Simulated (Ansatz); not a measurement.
KI, DFT, PBE, PAW with Ansatz's default frozen-core files, scalar-relativistic (Ansatz 0.2.0), run on 1 thread of Arm Neoverse V1 on a shared host.

The cell was built from the zincblende type and relaxed in the same program; it needn't be a known or the stable phase. The listed cell was then made from it by scaling, straining or moving an atom.

Command: `ansatz run input.yaml --threads 1 --pin off --max-ram 2048MiB --backend cpu --events-out ev --progress --plain --runs-dir out`

```yaml
crystal:
  lattice:
    - [0.0, 4.0600582643, 4.0600582643]
    - [4.0600582643, 0.0, 4.0600582643]
    - [4.0600582643, 4.0600582643, 0.0]
  atoms:
    - { symbol: K, position: [0.0, 0.0, 0.0] }
    - { symbol: I, position: [0.25, 0.25, 0.25] }
kpoints:
  mp_grid: { grid: [9, 9, 9] }
scf:
  occupations: { method: fermi_dirac, width: 0.03 }
hamiltonian:
  xc: pbe
  pseudopotentials: { kind: paw }
output:
  forces: true
  stress: true
  eigenvalues: true
  efg: { contact_densities: true }
```

**Question.** How large is the problem that the program sets up?

**Answer.** 35 irreducible k-points, 2685 plane waves at Γ, 17 bands.

**Question.** Estimate the wall time and the peak memory.

**Answer.** 9.4 s of wall time for 6 SCF iterations, with a peak of 0.39 GiB. Times on shared machines scatter by tens of per cent.

**Question.** And the same cell and mesh by full-potential LAPW, asked for forces, stress, eigenvalues, on the same hardware?

**Answer.** 14 s, peak memory 0.27 GiB.

**Question.** And the same cell and mesh by crystal-made all-electron datasets, asked for forces, stress, eigenvalues, efg, on the same hardware?

**Answer.** 12 s, peak memory 0.5 GiB.
